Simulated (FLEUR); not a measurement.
# P under changes of volume

One of the cells (20.458 Å³/atom); the others are scaled copies at fixed shape and fractional positions:

```
P
1.0
     1.64774   -5.46504    0.00000
     1.64774    5.46504    0.00000
     0.00000    0.00000    4.54364
P
4
Direct
  0.90414 0.09586 0.58882
  0.09586 0.90414 0.41118
  0.59586 0.40414 0.08882
  0.40414 0.59586 0.91118
```

```yaml
Program: FLEUR MaX-R8.1 (later development tree)
Functional: RPBE
Potentials_or_basis: all-electron
Basis: FLAPW
Kmax: 4.44 1/bohr
k_mesh: 8 × 8 × 6
Occupations: fermi-dirac, width 0.05 eV
Spin: no spin polarisation
```

| volume (Å³/atom) | energy over the lowest point (meV/atom) | gap on the mesh (eV) |
| --- | --- | --- |
| 19.230 | 62.21 | 0.18 |
| 19.639 | 40.77 | 0.21 |
| 20.458 | ? | ? |
| 21.276 | 0.73 | 0.37 |
| 21.685 | 0.00 | 0.41 |

Q: What does the run at 20.458 Å³/atom give?

A: Energy over the lowest point 12.52 meV/atom; gap on the mesh 0.29 eV.

Worked out: A Birch-Murnaghan fit of order 2 (a polynomial in V^(-2/3)) to the other rows has its minimum at 21.56 Å³/atom with B0 = V·E''(V) = 65 GPa at fixed shape and positions, which overstates the stiffness. It gives 12.50 meV/atom at 20.458 Å³/atom, against the run's 12.52. A straight line through the other rows of the gap, of slope 1.94 eV per unit of ln V (its deformation potential), gives 0.30 eV, against the run's 0.29.

Energies are extrapolated to zero smearing.

Caveats: the plane-wave cutoff is short for the semicore states, which can make moduli rough.

A mesh can miss the band edges.
